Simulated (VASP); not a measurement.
# Sb: molecular dynamics with a thermostat

Sb, I4/mcm (no. 140), 8 atoms in the cell. PBE, molecular dynamics; PAW potentials Sb (PBE set).

Ensemble: Nose-Hoover chain; Target temperature (K): 1000.

## Input

INCAR:
```
SYSTEM = Sb
GGA = PE ; PREC = Normal
ENCUT = 200 ; EDIFF = 1E-6
NELMIN = 4 ; NELM = 60
ALGO = Fast ; LREAL = Auto
LASPH = .TRUE. ; ISMEAR = -1
SIGMA = 0.05 ; ISYM = 0
LWAVE = .FALSE. ; LCHARG = .FALSE.
IBRION = 0 ; NSW = 60
POTIM = 4.0 ; TEBEG = 1000
ISIF = 2 ; RANDOM_SEED = 513030 0 0
MDALGO = 4 ; NHC_NCHAINS = 3
NHC_PERIOD = 30 ; KPAR = 2
```

KPOINTS:
```
k-points
0
Gamma
  2 2 3
```

POSCAR:
```
Sb
1.0
    8.0600212886      0.0000000000      0.0000000000
    0.0000000000      8.0600212886      0.0000000000
    0.0000000000      0.0000000000      4.0509734076
Sb
8
Direct
    0.1512630600      0.6512630600      0.5000000000
    0.8487369400      0.6512630600      0.0000000000
    0.8487369400      0.3487369400      0.5000000000
    0.1512630600      0.3487369400      0.0000000000
    0.6512630600      0.1512630600      0.0000000000
    0.3487369400      0.1512630600      0.5000000000
    0.3487369400      0.8487369400      0.0000000000
    0.6512630600      0.8487369400      0.5000000000
```

Commands:
```
cat potpaw_PBE.64/Sb/POTCAR > POTCAR
mpirun -np 2 vasp_std > vasp.out
```

## Result

- Mean temperature (K): 972
- Standard error of the mean temperature (K): 191
- Relative fluctuation of the kinetic energy: 0.408
- Canonical value of that fluctuation: 0.309
- Rise of the mean potential energy above the start (meV/atom): 36.9
- Electronic steps per ionic step after the first: 5.1

Course of the run:

| Time (fs) | Temperature (K) | Potential energy less the first (meV/atom) |
|---|---|---|
| 4 | 1000 | 0.0 |
| 24 | 889 | 12.5 |
| 40 | 705 | 33.8 |
| 60 | 482 | 60.5 |
| 76 | 411 | 70.5 |
| 96 | 519 | 62.5 |
| 112 | 699 | 48.6 |
| 132 | 910 | 37.6 |
| 148 | 1039 | 35.9 |
| 168 | 1137 | 41.5 |
| 184 | 1209 | 45.2 |
| 204 | 1470 | 27.7 |
| 220 | 1679 | 10.4 |
| 240 | 1694 | 9.7 |

REPORT:
```
MDALGO =   4
           NHC_NCHAINS =   3
            NHC_PERIOD =    30
            NHC_NRESPA =    1
                NHC_NS =  1
               SCALING =       0
                 CNEXP =     9.000   14.000
           RANDOM_SEED =            513030                0                0

   original number of atomic DOF:         21
   number of independent constraints:      0
   number of active DOF:                  21

========================================
         MD step No.       1
========================================

  Atomic velocities initialized by STEP_tb

  >Nose-Hoover_chains
                       xs       vs(fs^-1)
   nhc_s>  -0.28237138E-07  -0.28234197E-07
   nhc_s>  -0.13889371E-03  -0.13889853E-03
   nhc_s>  -0.13888889E-03  -0.13886960E-03

  >Energies
                    E_tot             E_pot             E_kin               EPS                ES
   e_b>   -0.29676668E+02   -0.30581309E+02    0.90464160E+00    0.23935530E-04   -0.23988697E-04

  >Temperature
               T_sim     T_inst
   tmprt>   1000.000    999.797

           RANDOM_SEED =            513030               48                0

[... steps left out ...]

========================================
         MD step No.      60
========================================

  >Nose-Hoover_chains
                       xs       vs(fs^-1)
   nhc_s>  -0.42427373E+00   0.35757970E-03
   nhc_s>   0.60354169E+00   0.13586960E-01
   nhc_s>  -0.13079149E+01  -0.32566705E-02

  >Energies
                    E_tot             E_pot             E_kin               EPS                ES
   e_b>   -0.29676629E+02   -0.30503540E+02    0.15326119E+01    0.12278524E+00   -0.82848595E+00

  >Temperature
               T_sim     T_inst
   tmprt>   1000.000   1693.820

           RANDOM_SEED =            513030               48                0
```

OSZICAR:
```
N       E                     dE             d eps       ncg     rms          rms(c)
DAV:   1     0.108932449111E+03    0.10893E+03   -0.79532E+03   400   0.581E+02
DAV:   2    -0.212803978112E+02   -0.13021E+03   -0.12837E+03   481   0.144E+02
DAV:   3    -0.305207550712E+02   -0.92404E+01   -0.90439E+01   524   0.387E+01
DAV:   4    -0.307098490558E+02   -0.18909E+00   -0.18585E+00   454   0.599E+00
DAV:   5    -0.307152453284E+02   -0.53963E-02   -0.53907E-02   584   0.984E-01    0.643E+00
RMM:   6    -0.306145937062E+02    0.10065E+00   -0.10926E-01   400   0.117E+00    0.381E+00
RMM:   7    -0.305761422577E+02    0.38451E-01   -0.24658E-01   419   0.174E+00    0.216E-01
RMM:   8    -0.305799780870E+02   -0.38358E-02   -0.31304E-02   407   0.886E-01    0.559E-02
RMM:   9    -0.305806979641E+02   -0.71988E-03   -0.77365E-03   434   0.390E-01    0.585E-02
RMM:  10    -0.305811982206E+02   -0.50026E-03   -0.15290E-03   411   0.190E-01    0.340E-02
RMM:  11    -0.305812862392E+02   -0.88019E-04   -0.56372E-04   434   0.972E-02    0.115E-02
RMM:  12    -0.305813077678E+02   -0.21529E-04   -0.11785E-04   416   0.490E-02    0.729E-03
[... left out ...]
     59 T=  1710. E= -.29678300E+02 F= -.30514918E+02 E0= -.30492032E+02  EK= 0.15456E+01 SP= -.83E+00 SK= 0.12E+00
[... last step whole ...]
       N       E                     dE             d eps       ncg     rms          rms(c)
DAV:   1    -0.305033406144E+02    0.11577E-01   -0.51007E-02   692   0.181E+00    0.844E-03
RMM:   2    -0.305035043545E+02   -0.16374E-03   -0.16606E-03   408   0.129E-01    0.330E-03
RMM:   3    -0.305035341932E+02   -0.29839E-04   -0.27666E-04   437   0.545E-02    0.303E-03
RMM:   4    -0.305035392919E+02   -0.50986E-05   -0.51066E-05   402   0.235E-02    0.262E-03
RMM:   5    -0.305035400145E+02   -0.72264E-06   -0.86802E-06   291   0.101E-02
     60 T=  1694. E= -.29679083E+02 F= -.30503540E+02 E0= -.30480576E+02  EK= 0.15302E+01 SP= -.83E+00 SK= 0.12E+00
```

Limits: 240 fs of 8 atoms are too short for converged averages; the cell is only 4.1 Å across, so each atom moves in step with near copies of itself.

VASP 6.6.1 took 186 s on 2 cores (AMD EPYC 7R13 (Zen 3)), a shared host.
